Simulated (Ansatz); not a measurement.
# InSb: energy along a strain

InSb, Pm-3m, a = 3.808 Å (as given, not relaxed at this level: -2.5 GPa). This isn't the usual stable structure of the compound. Ansatz: PBE+D3(BJ), PAW, 420 eV, Γ-centred 12×12×12 mesh on 2 atoms, Gaussian smearing 0.15 eV; no spin polarisation. Cell vectors (Å): 3.808 0.000 0.000; 0.000 3.808 0.000; 0.000 0.000 3.808. The cell is strained by x per cent times the pattern (1 -1 0 0 0 0) in the order xx yy zz yz xz xy (engineering shears), with fractional coordinates held. y is the free energy over the start, V0 = 27.602 Å³/atom. Symmetry makes y even in x.

```tsv
x (%)	y (meV/atom)
-4.00	?
-2.00	-0.75
0.00	0.00
0.50	-0.06
1.00	-0.23
1.50	-0.47
2.50	-1.06
3.00	-1.38
3.50	-1.77
```

Question: Fit y = c2 x² + c4 x⁴ to the other rows, get the stiffness along the pattern, and predict the missing energy.

Answer: Least squares on the rows shown. y = −0.2026 x² + 0.004907 x⁴. The clamped-ion stiffness p·C·p = 2 × -2.026 eV × 160.2 / 27.602 Å³ = -24 GPa (second derivative at the start, which stands under stress). With a term in x⁶ added, the coefficient of x² becomes -0.2374, 17 % more, which shows how far this figure hangs on the form. At x = -4.00 the fit asked for gives -1.99 meV/atom. The run gave -2.24 meV/atom, so the fit is 0.25 meV/atom too high, 11 % of the span of the series, against an rms of 0.03 meV/atom on the fitted rows. The row lies outside the fitted range. With a term in x⁶ added, a fit to the same known rows predicts -2.38 meV/atom, a smaller miss on the other side.

Cost: 9 runs of about 3.7 core-minutes in all, on Intel Xeon Processor @ 2.70GHz (shared hosts).